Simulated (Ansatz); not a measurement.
# Ge (I4_1/amd) in Ansatz: single point with PBEsol

Aim: the single point of Ge with PBEsol.

Everything below comes from runs of Ansatz 0.2.0. Logs are shortened: lines on timing, memory, paths and dates and some standing lists are left out, and cuts for length are marked.

## Step 1: The crystal as given

It takes space group I4_1/amd (No. 141, tetragonal). Conventional cell: a = 5.149 Å, b = 5.149 Å, c = 2.795 Å, α = 90.00°, β = 90.00°, γ = 90.00°. Around Ge (site symmetry -4m2) lie 6 Ge at 2.67 to 2.79 Å.

This isn't the form of Ge at room conditions, which is diamond.

## Step 2: Single point, PBEsol

Input file input.yaml:

```yaml
crystal:
  lattice:
    - [-2.574489719, 2.574489719, 1.3974126432]
    - [2.574489719, -2.574489719, 1.3974126432]
    - [2.574489719, 2.574489719, -1.3974126432]
  atoms:
    - { symbol: Ge, position: [0.5, 0.5, 0.0] }
    - { symbol: Ge, position: [0.25, 0.75, 0.5] }
kpoints:
  mp_grid: { grid: [8, 8, 8] }
scf:
  occupations: { method: fermi_dirac, width: 0.05 }
hamiltonian:
  xc: pbesol
  pseudopotentials: { kind: all_electron, datasets: crystal }
output:
  forces: true
  stress: true
  eigenvalues: true
  elf: true
  volumetric_format: npy
```

Potentials or basis: all-electron PAW datasets made for the crystal.

Launch:

```
$ ansatz run input.yaml --threads 2 --pin off --max-ram 8192MiB --backend cpu --events-out ev --progress --plain --runs-dir out
```

What it wrote:

```text
Warning: RAYON_NUM_THREADS=2 ignored (pool sized by the plan → 2); use --threads N
hamiltonian.pseudopotentials.datasets: crystal makes datasets for this crystal and solves the spheres of its atoms anew in each pass: cutoff 160.0 eV, the density's 800.0 eV; for an error of 0.50 meV an atom under PBE, 1.0 meV for the cell; an energy difference from a run of another recipe may be off by several times the error for the cell, under r2SCAN by more, where some 0.1 meV an atom stays at smaller errors; Ge in spheres of 1.334 Å, 4 of its electrons in bands, 10 on its site; only band paths and densities of states list, in semicore columns, the levels of the semicore shells that are solved separately: 3d of Ge
band count auto-derived: 10 (N_el = 8.0; filled up to band 4; 8 by the electrons, moments and atoms)
Engine: ansatz 0.2.0, aarch64-unknown-linux-gnu
Pseudopotentials: kind: all_electron
Pseudopotential: Ge, paw, valence charge 14, recommended cutoff 160 eV (normal), crystal/all_electron/pbesol/scalar/gaussian/Ge, Koelling and Harmon's equation, gaussian nucleus
Functional definition: PBEsol
  exchange = pbesol_x
  correlation = pbesol_c
Crystal: 2 atoms, lattice volume = 37.048 Å³
Basis set: ecut = 160 eV, 151 PW (Γ), exchange–correlation on 36×36×36 points (8 copies of the dense FFT grid, shifted against one another)
Bands: 10, of which v1, the nominal top of the filled ones, is band 4 counted from 1 (3 counted from 0)
Symmetry: 16 space group operations
Space group: I41/amd (ITA 141), of the structure as read, at distance tolerance 3.3e-5 Å
k-points: 59 of 512
Non-local potential: Ge, projectors of the file, l = 0: 1, l = 1: 2
PAW form: soft (Blöchl's): semilocal exchange-correlation on the pseudo side does not see the compensation charge
PAW one-centre angular grid: Ge, 110 points (default); XC on its mesh's 1901 points in the sphere
Initial density: superposition of atomic densities (neutral atoms: chi_scale 0, normalization atom)
Initial wavefunctions: pseudopotential atomic-orbital guess
Functional: x = pbesol(κ = 0.804, μ = 0.12345679012345678), c = pbesol(β = 0.046)
iter 1 solved again at ethr=1.21e-3 eV; its pass at ethr=1.00e-1 eV (dr2=9.70e-2 eV) is discarded
SCF iter   1: F=—  HF=-114149.325329 eV  |F-HF|=—  |Δ(HF+E_count)|=         —  Δρ=1.84e-2  dr2=9.18e-2  ethr=1.21e-3  ⟨swp⟩=4.0  Hψ=4275  notcnv=0
preconditioner: auto → none  [insulator: Δε(μ)=0.156 eV  Ē_g=11.833 eV  σ=0.050 eV  W_gap=0.65  n_scr=4 (ndim 8)  ℏωp=17.3 eV  f_vac=0.000  D(μ)=0.78/eV (n_scr^D=4)  ε∞_Penn≈3.1]
SCF iter   2: F=—  HF=-114149.330031 eV  |F-HF|=—  |Δ(HF+E_count)|=   4.70e-3  Δρ=8.73e-3  dr2=1.99e-2  ethr=1.15e-3  ⟨swp⟩=2.1  Hψ=1170  notcnv=0  defer=4
iter 3 solved again at ethr=1.73e-6 eV; its pass at ethr=2.48e-4 eV (dr2=1.38e-4 eV) is discarded
SCF iter   3: F=—  HF=-114149.329505 eV  |F-HF|=—  |Δ(HF+E_count)|=   5.26e-4  Δρ=6.55e-4  dr2=1.29e-4  ethr=1.73e-6  ⟨swp⟩=2.1  Hψ=2892  notcnv=0  defer=3
SCF iter   4: F=—  HF=-114149.329266 eV  |F-HF|=—  |Δ(HF+E_count)|=   2.39e-4  Δρ=1.07e-4  dr2=2.88e-6  ethr=1.62e-6  ⟨swp⟩=2.0  Hψ=843  notcnv=0  defer=1
SCF iter   5: F=—  HF=-114149.329253 eV  |F-HF|=—  |Δ(HF+E_count)|=   1.28e-5  Δρ=5.39e-5  dr2=9.05e-7  ethr=3.60e-8  ⟨swp⟩=2.0  Hψ=838  notcnv=0  defer=1
SCF iter   6: F=-114149.329252 eV  HF=-114149.329252 eV  |F-HF|=6.18e-9  |Δ(HF+E_count)|=   1.62e-6  Δρ=1.83e-6  dr2=7.98e-10  ethr=1.13e-8  ⟨swp⟩=2.7  Hψ=896  notcnv=0  defer=1
SCF 1 converged in 6 iterations: F = -114149.329250 eV  dr2 = 7.98e-10
  Residual-converged pass: ⟨swp⟩=3.1  Hψ=1016  notcnv=0  max |occ|·‖R‖ = 5.0e-6 eV (tolerance 5.3e-6 eV)  dr2=6.71e-10  dr2_onsite=1.69e-8  max |Δocc| = 7.4e-10
SCF converged after 6 iterations
Free energy (F): -114149.329250 eV
Harris-Foulkes:  -114149.329250 eV  (|F-HF|=6.18e-9)
Internal energy: -114149.322124 eV  (E = F + TS)
E sigma→0 (E₀):  -114149.325687 eV
Entropy (-TS):   -0.007125 eV (-3.563 meV/atom)
Past the cutoff: the bands carry plane waves up to 1.75 times it, of which those up to 1.5 times it add -0.000115 eV an atom, each by itself; the spheres take 0.000053 eV an atom off the energy for waves past 1.75 times it
By the cutoff:   a pressure is off by up to 0.005 GPa (1.2 times the spheres' own share and the shells' term, over an atom's volume, and 0.004 GPa: a bound that held against runs at twice the plane waves)
Past the cutoffs: a stress includes 0.0013 GPa for waves and charges beyond them, in addition to the slope of what the spheres take
In the spheres:  the bands' charges fall short by 7.2e-8 e at most (sound up to 1e-3), those of shells solved beside the bands by 2.6e-7 e (sound up to 5e-4)
Fermi energy:    12.718548 eV
--- Per-component energies (eV) ---
  E_band       = 58.754552
  E_kinetic    = 86.384451
  E_local      = -1963.251995  (includes V_loc(G=0)·N_el)
  E_nonlocal   = 6.362992
  E_hartree    = 1013.536087
  E_xc         = -102.620229
  E_vxc        = -118.878408  (∫ρ·V_xc dr)
  E_paw        = -118851.246520  (= ΣΔE_a)
  E_vpaw       = -8689.251293  (= ΣTr[D̂ρ^β])
  E_ewald      = -3048.802751
  E_smearing   = -0.007125  (= −TS)
  E_closure    = 8710.315839  (closes the sum)
  Σ components = -114149.329250   (vs F -114149.329250, Δ=0.00e0)
  The terms above E_closure are by the made datasets' own strengths, without shells solved beside the bands.
--- Forces (eV/Å), atoms counted from 1 ---
  atom   1  Ge    -0.00000000     0.00000000     0.00000000
  atom   2  Ge    -0.00000000     0.00000000     0.00000000
  max |Σ_I F_I| component: 2.43e-17 eV/Å
--- Stress (GPa, compression-positive) ---
       -2.277364      -0.000000       0.000000
       -0.000000      -2.277364       0.000000
        0.000000      -0.000000       2.375202
  P = ⅓ Tr σ = -0.7265 GPa (-7.265 kbar)
  It holds what live shells' own plane waves past their cutoff add
--- Band table (eV; the first three rows and the last of 59) ---
  k-point 0: bands = ["-0.5479", "8.7002", "10.4242", "10.4242", "15.9935", "20.3544", "20.3544", "20.9138"]
  k-point 1: bands = ["-0.3752", "7.3910", "10.6135", "11.3404", "16.8784", "18.8313", "19.4807", "20.9607"]
  k-point 2: bands = ["0.1423", "5.4800", "11.1773", "12.3955", "16.8205", "17.8092", "19.2017", "20.6250"]
  k-point 58: bands = ["3.8878", "3.8878", "6.8381", "6.8381", "18.9216", "18.9216", "23.7746", "23.7746"]
```

Run time: 2.3 s. Hardware: 2 threads of Arm Neoverse V2, shared host; peak memory 0.35 GiB.

What came out:

| Item | Value |
| --- | --- |
| Free energy | -114149.3292 eV |
| Pressure | -0.7 GPa |
| Band gap on the k mesh | none (metal or under the smearing width) |

Levels at points of the mesh, in eV from the Fermi level:
```
              k point  band 2  band 3  band 4  band 5  band 6  band 7
   (0.00, 0.00, 0.00)   -4.02   -2.29   -2.29    3.27    7.64    7.64
  (0.00, 0.00, -0.50)  -10.52    0.66    0.66    1.95    1.95    7.58
  (0.00, -0.50, 0.00)   -6.34   -2.59   -1.96   -1.31    2.50    3.61
(-0.50, -0.50, -0.50)   -8.83   -5.88   -5.88    6.20    6.20   11.06
```

Caveat: the k mesh is thin for a metal, which can move the energy by tens of meV per atom.
